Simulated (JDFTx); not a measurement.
The system is HfO2.

```
CELL_PARAMETERS angstrom
0.00000 2.55750 2.55750
2.55750 0.00000 2.55750
2.55750 2.55750 0.00000
ATOMIC_POSITIONS crystal
Hf 0.00000 0.00000 0.00000
O 0.75000 0.75000 0.75000
O 0.25000 0.25000 0.25000
```

Measurements of this composition are mostly on another form, of space group No. 14.

- Program: JDFTx 1.7.0 (patched build)
- Task: single point
- Functional: PBEsol
- Potentials or basis: PseudoDojo-SR-PBEsol-0.4.1-standard with smoothed tails
- Cutoff: 1143 eV
- Density cutoff: 9143 eV
- k mesh: 9 × 9 × 9
- Occupations: fermi-dirac, width 0.05 eV
- Spin: no spin polarisation

On this cell: pressure -13.1 GPa; largest force zero by symmetry; band gap on the k mesh 3.75 eV, indirect (least direct gap 3.87 eV).

The same run follows on a disturbed copy (atoms moved at random, drawn with an rms of 0.05 Å):

```
CELL_PARAMETERS angstrom
0.00000 2.55750 2.55750
2.55750 0.00000 2.55750
2.55750 2.55750 0.00000
ATOMIC_POSITIONS crystal
Hf 0.00903 0.00078 0.98476
O 0.74644 0.74874 0.75724
O 0.25109 0.24009 0.25004
```

Problem. What does the disturbed cell give?

Solution. The energy moves by +4.1 meV/atom; pressure -12.7 GPa; largest force 0.387 eV/Å; band gap on the k mesh 3.75 eV, indirect (least direct gap 3.86 eV).

Forces on the atoms (eV/Å):
```
Hf   0.102  0.047 -0.118
O   -0.381 -0.058 -0.042
O    0.278  0.012  0.160
```

Stress tensor (GPa, compression positive):
```
-12.66   0.34  -0.05
  0.34 -12.81   0.79
 -0.05   0.79 -12.78
```

Caveats: spin-orbit coupling is left out, which moves the levels of the heavy elements; an odd mesh through Γ misses points on the zone boundary, where band edges often lie.
